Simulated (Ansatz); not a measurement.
# HfO2 (P2_1/c) in Ansatz: notebook

Aim: see how the results for HfO2 move with the level of theory and the settings. Levels: BLYP, r2SCAN. Tasks: band structure.

Everything below comes from runs of Ansatz 0.2.0. Logs are shortened: lines on timing, memory, paths and dates and some standing lists are left out, and cuts for length are marked.

**Experimental background.**

“Temperature dependence of self-trapped exciton luminescence in nanostructured hafnia powder”, 2021, arxiv:2112.02602 quotes, for a bulk crystal of HfO2: band gap 5.54 eV (indirect).

The results are compared with them further down.

## Step 1: The structure

The structure is monoclinic, space group P2_1/c (No. 14). Conventional cell: a = 5.118 Å, b = 5.186 Å, c = 5.284 Å, α = 90.00°, β = 99.35°, γ = 90.00°. Hf (site symmetry 1) has 7 O at 2.03 to 2.25 Å as nearest neighbours. O (site symmetry 1) is surrounded by 3 Hf at 2.03 to 2.12 Å. O (site symmetry 1) is surrounded by 4 Hf at 2.14 to 2.25 Å.

## Step 2: Band structure, BLYP

File input.yaml:

```yaml
crystal:
  lattice:
    - [5.118, 0.0, 0.0]
    - [0.0, 5.1857, 0.0]
    - [-0.8586630598, 0.0, 5.2138671406]
  atoms:
    - { symbol: Hf, position: [0.2755, 0.4603, 0.708] }
    - { symbol: Hf, position: [0.7245, 0.9603, 0.792] }
    - { symbol: Hf, position: [0.7245, 0.5397, 0.292] }
    - { symbol: Hf, position: [0.2755, 0.0397, 0.208] }
    - { symbol: O, position: [0.0742, 0.1684, 0.8467] }
    - { symbol: O, position: [0.9258, 0.6684, 0.6533] }
    - { symbol: O, position: [0.9258, 0.8316, 0.1533] }
    - { symbol: O, position: [0.0742, 0.3316, 0.3467] }
    - { symbol: O, position: [0.4487, 0.7419, 0.9801] }
    - { symbol: O, position: [0.5513, 0.2419, 0.5199] }
    - { symbol: O, position: [0.5513, 0.2581, 0.0199] }
    - { symbol: O, position: [0.4487, 0.7581, 0.4801] }
hamiltonian:
  xc: blyp
  pseudopotentials: { kind: paw }
kpoints:
  mp_grid: { grid: [4, 4, 4] }
  band_path:
    path:
      - [[0.0, 0.0, 0.0], [0.0, 0.0, 0.5], [-0.4327310173, 0.0, 0.5726006525], [-0.5, 0.0, 0.5], [-0.5, 0.5, 0.5], [-0.5672689827, 0.5, 0.4273993475], [-0.5, 0.5, 0.0], [-0.5, 0.0, 0.0], [-0.5672689827, 0.0, 0.4273993475]]
      - [[-0.4327310173, 0.5, 0.5726006525], [0.0, 0.5, 0.5], [0.0, 0.5, 0.0]]
      - [[0.0, 0.0, 0.5], [0.0, 0.5, 0.5]]
    npoints: 10
scf:
  occupations: { method: fermi_dirac, width: 0.05 }
  n_extra_bands: 30
output:
  forces: true
  stress: true
  eigenvalues: true
  fatbands: true
```

Potentials or basis: Ansatz PAW.

Launch:

```bash
ansatz run input.yaml --threads 4 --pin off --max-ram 11264MiB --backend cpu --events-out ev --progress --plain --runs-dir out
```

What it wrote:

```text
Warning: RAYON_NUM_THREADS=4 ignored (pool sized by the plan → 4); use --threads N
scf.n_extra_bands = 30 over 76 filled bands (N_el = 152.0): the run solves 106 bands
Engine: ansatz 0.2.0, x86_64-unknown-linux-gnu
Pseudopotentials: kind: paw
Pseudopotential: Hf, paw, valence charge 26, recommended cutoff 420 eV (normal), Hf.paw.azcp
Pseudopotential: O, paw, valence charge 6, recommended cutoff 420 eV (normal), O.paw.azcp
Functional definition: BLYP
  parameter beta = 0.0042
  parameter a = 0.04918
  parameter b = 0.132
  parameter c = 0.2533
  parameter d = 0.349
  exchange = b88_x(beta = beta)
  correlation = lyp_c(a = a, b = b, c = c, d = d)
Crystal: 12 atoms, lattice volume = 138.378 Å³
Basis set: ecut = 420 eV, 2699 PW (Γ), exchange–correlation on 72×72×72 points (8 copies of the dense FFT grid, shifted against one another)
Bands: 106, of which v1, the nominal top of the filled ones, is band 76 counted from 1 (75 counted from 0)
Symmetry: 4 space group operations
Space group: P21/c (ITA 14), of the structure as read, at distance tolerance 5.2e-5 Å
k-points: 30 of 64
Non-local potential: Hf, projectors of the file, l = 0: 3, l = 1: 2, l = 2: 2, l = 3: 3
Non-local potential: O, projectors of the file, l = 0: 2, l = 1: 2, l = 2: 1
PAW form: soft (Blöchl's): semilocal exchange-correlation on the pseudo side does not see the compensation charge
PAW frozen core: Hf, regenerated for the run's functional, and the local potential with it (the file was generated under x = pbe(κ = 0.804, μ = 0.2195149727645171), c = pbe(β = 0.06672455060314922))
PAW frozen core: O, regenerated for the run's functional, and the local potential with it (the file was generated under x = pbe(κ = 0.804, μ = 0.2195149727645171), c = pbe(β = 0.06672455060314922))
PAW one-centre angular grid: Hf, 590 points (default); XC on 64 Gauss nodes
PAW one-centre angular grid: O, 110 points (default); XC on 64 Gauss nodes
Initial density: superposition of atomic densities (neutral atoms: chi_scale 0, normalization atom), corrected by the library's trained network
Initial wavefunctions: pseudopotential atomic-orbital guess
Functional: x = b88, c = lyp
SCF iter   1: F=—  HF=-67558.299536 eV  |F-HF|=—  |Δ(HF+E_count)|=         —  Δρ=2.23e-2  dr2=4.92e-1  ethr=1.77e-3  ⟨swp⟩=5.1  Hψ=10161  notcnv=0  defer=449
preconditioner: auto → Resta (q_TF=auto, 2.771 Å⁻¹)  ε∞=4.3  [insulator: Δε(μ)=4.455 eV  Ē_g=20.810 eV  σ=0.050 eV  W_gap=1.00  n_scr=52 (ndim 8)  ℏωp=37.9 eV  f_vac=0.076  D(μ)=0.00/eV (n_scr^D=0)  ε∞_Penn≈4.3]
SCF iter   2: F=—  HF=-67558.169697 eV  |F-HF|=—  |Δ(HF+E_count)|=   1.30e-1  Δρ=3.78e-3  dr2=1.46e-2  ethr=3.24e-4  ⟨swp⟩=2.0  Hψ=5547  notcnv=0  defer=721
SCF iter   3: F=—  HF=-67558.166662 eV  |F-HF|=—  |Δ(HF+E_count)|=   3.04e-3  Δρ=1.37e-3  dr2=1.49e-3  ethr=9.60e-6  ⟨swp⟩=2.0  Hψ=4231  notcnv=0  defer=721
SCF iter   4: F=—  HF=-67558.166977 eV  |F-HF|=—  |Δ(HF+E_count)|=   3.15e-4  Δρ=6.74e-4  dr2=4.92e-4  ethr=9.78e-7  ⟨swp⟩=2.0  Hψ=4310  notcnv=0  defer=721
SCF iter   5: F=—  HF=-67558.167053 eV  |F-HF|=—  |Δ(HF+E_count)|=   7.52e-5  Δρ=1.19e-4  dr2=1.88e-5  ethr=3.24e-7  ⟨swp⟩=2.0  Hψ=4598  notcnv=0  defer=721
SCF iter   6: F=—  HF=-67558.167066 eV  |F-HF|=—  |Δ(HF+E_count)|=   1.30e-5  Δρ=3.42e-5  dr2=1.47e-6  ethr=1.24e-8  ⟨swp⟩=2.0  Hψ=4739  notcnv=0  defer=721
SCF iter   7: F=—  HF=-67558.167066 eV  |F-HF|=—  |Δ(HF+E_count)|=   2.57e-7  Δρ=2.89e-5  dr2=9.14e-7  ethr=9.67e-10  ⟨swp⟩=2.0  Hψ=4466  notcnv=0  defer=721
SCF iter   8: F=-67558.167066 eV  HF=-67558.167066 eV  |F-HF|=4.37e-11  |Δ(HF+E_count)|=   1.63e-7  Δρ=5.99e-6  dr2=4.33e-8  ethr=6.58e-11  ⟨swp⟩=8.9  Hψ=17265  notcnv=0
SCF 1 converged in 8 iterations: F = -67558.167066 eV  dr2 = 4.33e-8
NSCF: frozen V_eff on 113 k-points
SCF converged after 8 iterations
Free energy (F): -67558.167066 eV
Harris-Foulkes:  -67558.167066 eV  (|F-HF|=4.37e-11)
Internal energy: -67558.167066 eV  (E = F + TS)
E sigma→0 (E₀):  -67558.167066 eV
Fermi energy:    16.568912 eV
--- Per-component energies (eV) ---
  E_band       = 62.746744
  E_kinetic    = 3096.972863
  E_local      = -24602.808683  (includes V_loc(G=0)·N_el)
  E_nonlocal   = -4586.273594
  E_hartree    = 11264.941036
  E_xc         = -1778.222734
  E_vxc        = -1794.738773  (∫ρ·V_xc dr)
  E_paw        = -29107.783033  (= ΣΔE_a)
  E_vpaw       = 5419.695655  (= ΣTr[D̂ρ^β])
  E_aug_tail   = 0.020366  (compensation charges beyond the density's cutoff)
  E_ewald      = -21845.361851
  E_core_change = 0.348565  (= ΣΔE_core)
  E_smearing   = -0.000000  (= −TS)
  E_closure    = 0.000000  (closes the sum)
  Σ components = -67558.167066   (vs F -67558.167066, Δ=0.00e0)
--- Forces (eV/Å), atoms counted from 1 ---
  atom   1  Hf     0.18984854     0.07433348     0.12713020
  atom   2  Hf    -0.18984854     0.07433348    -0.12713020
  atom   3  Hf    -0.18984854    -0.07433348    -0.12713020
  atom   4  Hf     0.18984854    -0.07433348     0.12713020
  atom   5  O     -0.44642823    -0.16212498    -0.21373400
  atom   6  O      0.44642823    -0.16212498     0.21373400
  atom   7  O      0.44642823     0.16212498     0.21373400
  atom   8  O     -0.44642823     0.16212498    -0.21373400
  atom   9  O     -0.21592391     0.02935314    -0.07480039
  atom  10  O      0.21592391     0.02935314     0.07480039
  atom  11  O      0.21592391    -0.02935314     0.07480039
  atom  12  O     -0.21592391    -0.02935314    -0.07480039
  max |Σ_I F_I| component: 2.78e-17 eV/Å
--- Stress (GPa, compression-positive) ---
       12.066845       0.000000       0.758357
        0.000000      11.194758       0.000000
        0.758357       0.000000      12.872659
  P = ⅓ Tr σ = 12.0448 GPa (120.448 kbar)
--- Band table (eV; the first three rows and the last of 30) ---
  k-point 0: bands = ["-45.9371", "-45.9179", "-45.9144", "-45.9138", "-15.0100", "-14.9839", "-14.9544", "-14.7688", "-14.7046", "-14.6615", "-14.6462", "-14.6056", "-14.5763", "-14.5728", "-14.5175", "-14.4687", "-3.5165", "-2.1997", "-2.0405", "-2.0387", "-1.5569", "-1.5421", "-1.4408", "-1.3188", "4.2447", "4.2547", "4.2549", "4.2553", "4.2609", "4.2662", "4.2710", "4.2711", "4.2750", "4.2758", "4.2774", "4.2820", "4.2823", "4.2841", "4.2890", "4.2929", "4.2960", "4.2976", "4.2983", "4.3011", "4.3045", "4.3123", "4.3152", "4.3245", "4.3335", "4.3451", "4.3551", "4.3947", "9.0951", "9.1873", "9.7140", "9.8857", "9.9940", "10.3431", "11.1528", "11.4161", "11.5659", "11.7247", "11.8243", "11.9317", "12.5155", "12.6070", "12.6656", "12.6718", "12.9002", "13.3452", "13.4244", "13.4802", "13.9556", "13.9736", "14.3083", "14.4546", "19.0639", "19.6019", "19.7746", "19.9981", "20.1639", "20.4288", "20.8195", "20.9054", "21.0705", "21.1647", "21.8046", "21.8341", "22.0239", "22.4188", "22.9542", "23.3750", "23.5423", "23.8496", "24.6660", "24.8242", "25.4249", "27.0516", "27.0609", "27.1318", "28.1666", "28.3541", "29.0061", "29.2082", "29.2329", "29.5571"]
  k-point 1: bands = ["-45.9341", "-45.9201", "-45.9145", "-45.9144", "-14.9701", "-14.9275", "-14.9246", "-14.8044", "-14.7442", "-14.6464", "-14.6454", "-14.6319", "-14.5813", "-14.5615", "-14.5270", "-14.5217", "-3.2799", "-2.1455", "-2.1324", "-2.0217", "-1.6641", "-1.5604", "-1.5281", "-1.3642", "4.2432", "4.2483", "4.2569", "4.2582", "4.2586", "4.2665", "4.2712", "4.2735", "4.2743", "4.2766", "4.2778", "4.2811", "4.2824", "4.2861", "4.2883", "4.2904", "4.2937", "4.2973", "4.2988", "4.3044", "4.3085", "4.3086", "4.3218", "4.3229", "4.3327", "4.3433", "4.3507", "4.3800", "9.2786", "9.5006", "9.9777", "10.0570", "10.2909", "10.5091", "10.8866", "11.2094", "11.2283", "11.6985", "11.8857", "12.0002", "12.2296", "12.5244", "12.5297", "12.7918", "12.9995", "13.0712", "13.2074", "13.5801", "13.6945", "13.9008", "14.1335", "14.2473", "19.1413", "19.4770", "19.5989", "20.0230", "20.4703", "20.4857", "21.0077", "21.0811", "21.3273", "21.4231", "21.5868", "21.8928", "22.3177", "22.6795", "22.7897", "23.4566", "23.5194", "23.9660", "24.3570", "24.8482", "25.2305", "25.8760", "27.1913", "27.7823", "28.2361", "28.4479", "28.9463", "29.0973", "29.2628", "30.0912"]
  k-point 2: bands = ["-45.9270", "-45.9270", "-45.9146", "-45.9146", "-14.8750", "-14.8750", "-14.8640", "-14.8640", "-14.7626", "-14.7626", "-14.6141", "-14.6141", "-14.5892", "-14.5892", "-14.5459", "-14.5459", "-2.6987", "-2.6987", "-2.0115", "-2.0115", "-1.6530", "-1.6530", "-1.5056", "-1.5056", "4.2427", "4.2427", "4.2583", "4.2583", "4.2646", "4.2646", "4.2716", "4.2716", "4.2734", "4.2734", "4.2793", "4.2793", "4.2854", "4.2854", "4.2890", "4.2890", "4.2937", "4.2937", "4.2987", "4.2987", "4.3136", "4.3136", "4.3318", "4.3318", "4.3376", "4.3376", "4.3490", "4.3490", "9.7890", "9.7890", "10.2908", "10.2908", "10.4043", "10.4043", "10.9652", "10.9652", "11.3776", "11.3776", "11.7115", "11.7115", "12.1615", "12.1615", "12.6022", "12.6022", "12.9479", "12.9479", "13.4779", "13.4779", "13.6707", "13.6707", "13.9921", "13.9921", "19.2906", "19.2906", "19.7225", "19.7225", "20.6426", "20.6426", "21.2306", "21.2306", "21.3087", "21.3087", "22.1331", "22.1331", "22.5191", "22.5191", "23.3816", "23.3816", "23.6570", "23.6570", "24.4149", "24.4149", "25.0516", "25.0516", "27.6725", "27.6725", "28.5664", "28.5664", "28.8068", "28.8068", "29.9870", "29.9870"]
  k-point 29: bands = ["-45.9237", "-45.9237", "-45.9178", "-45.9178", "-14.9896", "-14.9896", "-14.9590", "-14.9590", "-14.6370", "-14.6370", "-14.5748", "-14.5748", "-14.5715", "-14.5715", "-14.5117", "-14.5117", "-2.6489", "-2.6489", "-2.3228", "-2.3228", "-1.4718", "-1.4718", "-1.4127", "-1.4127", "4.2513", "4.2513", "4.2578", "4.2578", "4.2669", "4.2669", "4.2675", "4.2675", "4.2804", "4.2804", "4.2811", "4.2811", "4.2845", "4.2845", "4.2919", "4.2919", "4.2938", "4.2938", "4.2943", "4.2943", "4.3070", "4.3070", "4.3202", "4.3202", "4.3343", "4.3343", "4.3526", "4.3526", "10.0028", "10.0028", "10.2739", "10.2739", "10.5999", "10.5999", "10.9635", "10.9635", "11.7155", "11.7155", "11.8250", "11.8250", "12.1591", "12.1591", "12.2608", "12.2608", "12.9561", "12.9561", "13.2746", "13.2746", "13.4605", "13.4605", "13.7514", "13.7514", "19.1210", "19.1210", "19.8204", "19.8204", "20.1809", "20.1809", "20.5859", "20.5859", "21.4594", "21.4594", "21.5735", "21.5735", "22.8073", "22.8073", "23.7178", "23.7178", "24.3969", "24.3969", "24.8639", "24.8639", "25.8188", "25.8188", "26.1505", "26.1505", "27.1453", "27.1453", "27.4946", "27.4946", "30.8863", "30.8863"]
```

Wall time 10 s (4 threads of AMD EPYC 9R45 (Zen 5), shared host); peak memory 1.2 GiB.

What came out:

* Free energy: -67558.1671 eV
* Pressure: 12.0 GPa
* Largest force: 0.521 eV/Å
* Band gap on the k mesh: 4.19 eV, indirect (least direct gap 4.28 eV)
* Band gap along the path: 4.19 eV, indirect (least direct gap 4.26 eV)

Forces on the atoms (eV/Å):
```
Hf   0.190  0.074  0.127
Hf  -0.190  0.074 -0.127
Hf  -0.190 -0.074 -0.127
Hf   0.190 -0.074  0.127
O   -0.446 -0.162 -0.214
O    0.446 -0.162  0.214
O    0.446  0.162  0.214
O   -0.446  0.162 -0.214
O   -0.216  0.029 -0.075
O    0.216  0.029  0.075
O    0.216 -0.029  0.075
O   -0.216 -0.029 -0.075
```

Levels at the corners of the path, in eV from the valence-band top:
```csv
point,band 72,band 73,band 74,band 75,band 76,band 77,band 78,band 79,band 80,band 81
Γ,-0.97,-0.50,-0.48,-0.15,0.00,4.61,5.15,5.32,5.54,5.71
Y,-0.98,-0.78,-0.78,-0.46,-0.46,4.84,4.84,5.27,5.27,6.19
H,-1.03,-1.03,-0.71,-0.63,-0.34,4.41,4.61,5.49,5.63,5.70
C,-1.22,-0.92,-0.92,-0.49,-0.49,4.50,4.50,5.59,5.59,5.78
E,-1.18,-0.99,-0.99,-0.70,-0.70,4.67,4.67,5.37,5.37,5.73
M1,-1.23,-0.98,-0.98,-0.67,-0.67,4.68,4.68,5.39,5.39,5.70
A,-1.33,-0.85,-0.85,-0.56,-0.56,4.89,4.89,5.33,5.33,6.08
X,-0.82,-0.66,-0.54,-0.47,-0.09,4.19,5.21,5.29,5.34,5.86
H1,-1.03,-1.03,-0.71,-0.63,-0.34,4.41,4.61,5.49,5.63,5.70
M,-1.23,-0.98,-0.98,-0.67,-0.67,4.68,4.68,5.39,5.39,5.70
D,-0.89,-0.89,-0.89,-0.59,-0.59,5.03,5.03,5.17,5.17,5.96
Z,-1.04,-0.78,-0.78,-0.41,-0.41,5.16,5.16,5.62,5.62,5.96
Y,-0.98,-0.78,-0.78,-0.46,-0.46,4.84,4.84,5.27,5.27,6.19
D,-0.89,-0.89,-0.89,-0.59,-0.59,5.03,5.03,5.17,5.17,5.96
```

Caveat: the pressure holds a Pulay correction of +0.9 GPa for the finite cutoff; spin-orbit coupling is left out, which moves the levels of the heavy elements; the PAW data sets come from PBE, with cores solved anew for the run's functional, which leaves a small shift of forces and pressure.

## Step 3: Band structure, r2SCAN

input.yaml: that of step 2 with these lines changed.

```diff
@@ -19,3 +19,3 @@
 hamiltonian:
-  xc: blyp
+  xc: r2scan
   pseudopotentials: { kind: paw }
@@ -36,2 +36,2 @@
   eigenvalues: true
-  fatbands: true
+  fatbands: false
```

Potentials or basis: Ansatz PAW.

Launch:

```bash
ansatz run input.yaml --threads 4 --pin off --max-ram 11264MiB --backend cpu --events-out ev --progress --plain --runs-dir out
```

It took 12 s on 4 threads of AMD EPYC 9R45 (Zen 5), shared host; peak memory 1.5 GiB.

The run converged. Its results:

| Quantity | Value |
| --- | --- |
| Free energy | -67505.7098 eV |
| Pressure | 0.3 GPa |
| Largest force | 0.461 eV/Å |
| Band gap on the k mesh | 4.66 eV, indirect (least direct gap 4.75 eV) |
| Band gap along the path | 4.66 eV, indirect (least direct gap 4.73 eV) |

Forces on the atoms (eV/Å):
```
Hf   0.143 -0.003  0.047
Hf  -0.143 -0.003 -0.047
Hf  -0.143  0.003 -0.047
Hf   0.143  0.003  0.047
O   -0.404 -0.189 -0.117
O    0.404 -0.189  0.117
O    0.404  0.189  0.117
O   -0.404  0.189 -0.117
O   -0.103  0.040 -0.091
O    0.103  0.040  0.091
O    0.103 -0.040  0.091
O   -0.103 -0.040 -0.091
```

Stress tensor (GPa, compression positive):
```
 0.31  0.00  0.35
 0.00 -0.44  0.00
 0.35  0.00  1.11
```

Levels at the corners of the path, in eV from the valence-band top:
| point | band 73 | band 74 | band 75 | band 76 | band 77 | band 78 | band 79 | band 80 |
| --- | --- | --- | --- | --- | --- | --- | --- | --- |
| Γ | -0.51 | -0.50 | -0.15 | 0.00 | 5.08 | 5.68 | 5.83 | 6.07 |
| Y | -0.82 | -0.82 | -0.48 | -0.48 | 5.32 | 5.32 | 5.80 | 5.80 |
| H | -1.06 | -0.73 | -0.65 | -0.35 | 4.88 | 5.09 | 6.01 | 6.15 |
| C | -0.95 | -0.95 | -0.50 | -0.50 | 4.97 | 4.97 | 6.11 | 6.11 |
| E | -1.03 | -1.03 | -0.73 | -0.73 | 5.14 | 5.14 | 5.86 | 5.86 |
| M1 | -1.01 | -1.01 | -0.70 | -0.70 | 5.16 | 5.16 | 5.89 | 5.89 |
| A | -0.88 | -0.88 | -0.58 | -0.58 | 5.36 | 5.36 | 5.84 | 5.84 |
| X | -0.68 | -0.54 | -0.48 | -0.09 | 4.66 | 5.72 | 5.81 | 5.85 |
| H1 | -1.06 | -0.73 | -0.65 | -0.35 | 4.88 | 5.09 | 6.01 | 6.15 |
| M | -1.01 | -1.01 | -0.70 | -0.70 | 5.16 | 5.16 | 5.89 | 5.89 |
| D | -0.92 | -0.92 | -0.61 | -0.61 | 5.52 | 5.52 | 5.68 | 5.68 |
| Z | -0.79 | -0.79 | -0.42 | -0.42 | 5.65 | 5.65 | 6.15 | 6.15 |
| Y | -0.82 | -0.82 | -0.48 | -0.48 | 5.32 | 5.32 | 5.80 | 5.80 |
| D | -0.92 | -0.92 | -0.61 | -0.61 | 5.52 | 5.52 | 5.68 | 5.68 |

Caveat: spin-orbit coupling is left out, which moves the levels of the heavy elements; the PAW data sets come from PBE, with cores solved anew for the run's functional, which leaves a small shift of forces and pressure.

## Step 4: How close it comes

Step 2. Against the measured gap of HfO2, 5.54 eV (indirect; quoted in “Temperature dependence of self-trapped exciton luminescence in nanostructured hafnia powder”, 2021, arxiv:2112.02602), the calculated 4.19 eV is off by -1.35 eV. Spin-orbit coupling on Hf is left out. The value is that of BLYP, without temperature or zero-point motion. Semilocal functionals fall short of measured gaps as a rule.

Step 3. Measured gap of HfO2: 5.54 eV (indirect; quoted in “Temperature dependence of self-trapped exciton luminescence in nanostructured hafnia powder”, 2021, arxiv:2112.02602). This calculation gives 4.66 eV (-0.88 eV). Spin-orbit coupling on Hf is left out. The value is that of r2SCAN, without temperature or zero-point motion.
